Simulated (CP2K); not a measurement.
## TiO2 (Anatase) in CP2K: the effect of Hubbard term

TiO2 (Anatase):

```
CELL_PARAMETERS angstrom
5.45820 0.00000 0.00000
2.83460 4.66444 0.00000
-4.14640 -2.33222 2.67583
ATOMIC_POSITIONS crystal
Ti 0.75000 0.25000 0.50000
Ti 0.00000 0.00000 0.00000
O 0.79190 0.79190 0.00000
O 0.54190 0.04190 0.50000
O 0.95810 0.45810 0.50000
O 0.20810 0.20810 0.00000
```

Alike in all runs:

| Property | Result |
| --- | --- |
| Program | CP2K 2026.2 |
| Task | single point |
| Functional | PBE |
| Potentials or basis | GTH_POTENTIALS Ti GTH-PBE-q12, O GTH-PBE-q6; DZVP-MOLOPT-SR-GTH basis |
| Density cutoff | 8163 eV |
| k mesh | 8 × 8 × 8 |
| Occupations | fermi-dirac, width 0.05 eV |
| Spin | no spin polarisation |
| SCF solver | diagonalisation with k points |
| Quickstep method | GPW |
| EPS_DEFAULT | 1.0E-10 |
| EPS_SCF | 1.0E-6 |
| MAX_SCF | 100 |
| SCF_GUESS | ATOMIC |
| k points reduced by the point group | yes |
| Mesh centred on Gamma | yes |

Task: One run gave: gap on the mesh 2.54 eV; largest force 0.03 eV/Å. Which Hubbard term did it use?
A. Ti d U = 2.0 eV
B. Ti d U = 4.0 eV
C. Ti d U = 6.0 eV
D. Ti d U = 8.0 eV
E. none

Result: B.

| Hubbard term | gap on the mesh (eV) | largest force (eV/Å) |
| --- | --- | --- |
| none | 2.07 | 0.10 |
| Ti d U = 2.0 eV | 2.29 | 0.06 |
| Ti d U = 4.0 eV | 2.54 | 0.03 |
| Ti d U = 6.0 eV | 2.81 | 0.05 |
| Ti d U = 8.0 eV | 3.12 | 0.08 |

Caveats: the basis of atomic orbitals isn't converged, which shifts pressures, moduli and gaps; this program's U acts on Mulliken populations of all basis functions of the shell, so it isn't the U of plane-wave codes (some runs); energies scatter by some meV and the pressure isn't listed (some runs).

A k mesh can miss the band edges.

A gap of «none» marks a metal or a gap under the smearing width.

Not every run made on this cell is shown here.
